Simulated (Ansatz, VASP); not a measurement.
## One calculation of AlN, two programs

File POSCAR:

```
AlN
1.0
    0.0000000000      2.0937552512      2.0937552512
    2.0937552512      0.0000000000      2.0937552512
    2.0937552512      2.0937552512      0.0000000000
Al N
1 1
Direct
    0.0000000000      0.0000000000      0.0000000000
    0.7500000000      0.7500000000      0.7500000000
```

File INCAR.step1:

```
SYSTEM = AlN
  PREC = Accurate
  ENCUT = 520
  ISMEAR = 0
  SIGMA = 0.02
  LREAL = .False.
  LASPH = .True.
  NELM = 80
  NBANDS = 11
  GGA = PE
  ALGO = Normal
  EDIFF = 1E-4
  LWAVE = .True.
  LCHARG = .False.
```

Contents of INCAR.step2:

```
SYSTEM = AlN
  PREC = Accurate
  ENCUT = 520
  EDIFF = 1E-7
  ISMEAR = 0
  SIGMA = 0.02
  LREAL = .False.
  LASPH = .True.
  NELM = 80
  ALGO = Normal
  ISIF = 2
  LWAVE = .False.
  LCHARG = .True.
  METAGGA = R2SCAN
  LMIXTAU = .True.
  LELF = .True.
  LVHAR = .True.
  NBANDS = 11
  ISTART = 1
```

File KPOINTS:

```
Automatic mesh
0
Gamma
  10 10 10
  0 0 0
```

Input for Ansatz:

```yaml
crystal:
  lattice:
    - [0.0, 2.0937552512, 2.0937552512]
    - [2.0937552512, 0.0, 2.0937552512]
    - [2.0937552512, 2.0937552512, 0.0]
  atoms:
    - { symbol: Al, position: [0.0, 0.0, 0.0] }
    - { symbol: "N", position: [0.75, 0.75, 0.75] }
basis:
  ecutwfc: 500
kpoints:
  mp_grid: { grid: [10, 10, 10] }
hamiltonian:
  xc: r2scan
scf:
  occupations: { method: gaussian, width: 0.02 }
output:
  forces: true
  stress: true
  eigenvalues: true
```

Alike in both runs: task single point; functional r2SCAN; k mesh 10 × 10 × 10; occupations gaussian, width 0.02 eV; no spin polarisation.

```csv
,VASP,Ansatz
version,VASP 6.6.1,Ansatz 0.2.0
potentials or method,"VASP PAW PBE potentials, release 64 (Al, N)","scalar-relativistic, plane waves, PAW"
plane-wave cutoff (eV),520,500
valence electrons in the cell,8,8
```

|  | VASP | Ansatz | Ansatz less VASP |
| --- | --- | --- | --- |
| gap on the k mesh at the Fermi level (eV) | 4.02 | 4.03 | +0.012 |
| least direct gap on the mesh (eV) | 5.96 | 5.98 | +0.019 |

 A k mesh can miss the band edges. r2SCAN opens gaps a little over a GGA but as a rule still falls short of measured ones.
